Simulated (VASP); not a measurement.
The system is Te.

```xyz
1
Lattice="2.3059 1.3313 1.6910 -2.3059 1.3313 1.6910 0.0000 -2.6626 1.6910" Properties=species:S:1:pos:R:3 pbc="T T T"
Te    0.0000    0.0000    2.5364
```

This isn't the form of Te at room conditions, which is trigonal, of chains.

Base run:

```yaml
Program: VASP 6.6.1
Functional: PBE
Potentials_or_basis: VASP PAW PBE potentials, release 64 (Te)
Cutoff: 520 eV
k_mesh: 9 × 9 × 9
Occupations: fermi-dirac, width 0.05 eV
Spin: no spin polarisation
```

Its results: pressure 2.6 GPa.

Q: The run is repeated on the same cell with these changes: functional from PBE to PBEsol; further incar settings from ALGO = Normal; EDIFF = 1e-06; NBANDS = 9 to ALGO = Fast; EDIFF = 1e-06; NBANDS = 9. What comes out?

A: Pressure 0.0 GPa.

Caveats: the PAW data sets were made with another functional, which shifts forces and pressure a little (some runs).
